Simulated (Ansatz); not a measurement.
Runs of Ansatz 0.2.0 on AlN. Symmetry: Fm-3m, No. 225, cubic system. The conventional cell has a = 4.069 Å, b = 4.069 Å, c = 4.069 Å, α = 90.00°, β = 90.00°, γ = 90.00°. Around Al (site symmetry m-3m) lie 6 N at 2.03 Å. Around N (site symmetry m-3m) lie 6 Al at 2.03 Å. Measurements of this composition are mostly on another form, of space group No. 186.

```tsv
task	level	cell	points for each segment of the path	gap on the mesh (eV)	pressure (GPa)	relaxed volume (Å³/atom)
band structure	LDA	as given	14	4.42	-11.0	-
relaxation of cell and atoms	revPBE+D3(BJ)	relaxed	-	(b)	0.0	8.12
band structure	PBE	as given	14	4.58	0.3	-
band structure	revPBE	as given	14	4.67	3.8	-
single point	PBE	strained by +1 %	-	4.41	-2.1	-
single point	PBE	as given	-	4.58	0.3	-
band structure	RPBE	as given	14	4.69	4.9	-
relaxation of cell and atoms	revPBE+D4	relaxed	-	5.07	0.0	(a)
```

Alike in all rows: potentials or basis Ansatz PAW; no spin polarisation; k mesh 11 × 11 × 11; cutoff (eV) 420; smearing fermi-dirac 0.05 eV.

Task: Estimate the missing entries.

Result: (a) 8.09; (b) 5.03.

Caveats: the PAW data sets come from PBE, with cores solved anew for the run's functional, which leaves a small shift of forces and pressure (some runs); the k mesh misses the band edges, so the gap on the mesh is wider than the one along the path (some runs); odd divisions of the mesh miss points on the zone boundary, where band edges often lie, so the gap on the mesh can be too wide (some runs); the plane-wave basis is chosen anew once the cell has moved, so the energies of steps on either side of that aren't comparable (some runs).
